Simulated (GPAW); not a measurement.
The system is Rh.

```
CELL_PARAMETERS angstrom
0.00000 1.89785 1.89785
1.89785 0.00000 1.89785
1.89785 1.89785 0.00000
ATOMIC_POSITIONS crystal
Rh 0.00000 0.00000 0.00000
```

```yaml
Program: GPAW 26.7.0
Task: relaxation of cell and atoms
Functional: PBEsol
Dispersion: D4
Potentials_or_basis: PAW data sets generated in the run's folder for this functional
Cutoff: 600 eV
Basis: pw
k_mesh: 12 × 12 × 12
Occupations: fermi-dirac, width 0.05 eV
Spin: no spin polarisation
```

At the start: pressure -6.6 GPa; volume 13.67 Å³/atom.

**Question.** Where does the relaxation end?

**Answer.** Over 3 steps the energy falls by 6.5 meV/atom and the volume is 13.37 Å³/atom (-2.2 %); space group Fm-3m (No. 225, to 0.05 Å).

The path:
| step | energy change (eV) | largest force (eV/Å) | pressure (GPa) | volume (Å³) |
| --- | --- | --- | --- | --- |
| 1 | 0.0000 | 0.0000 | -6.58 | 13.67 |
| 2 | -0.0065 | 0.0000 | 0.47 | 13.35 |
| 3 | -0.0065 | 0.0000 | -0.02 | 13.37 |

Final structure:
```
CELL_PARAMETERS angstrom
0.00000 1.88367 1.88367
1.88367 0.00000 1.88367
1.88367 1.88367 0.00000
ATOMIC_POSITIONS crystal
Rh 0.00000 0.00000 0.00000
```

Caveat: later steps reuse the first step's grids; pairwise dispersion overbinds metals, which lowers pressure and volume.
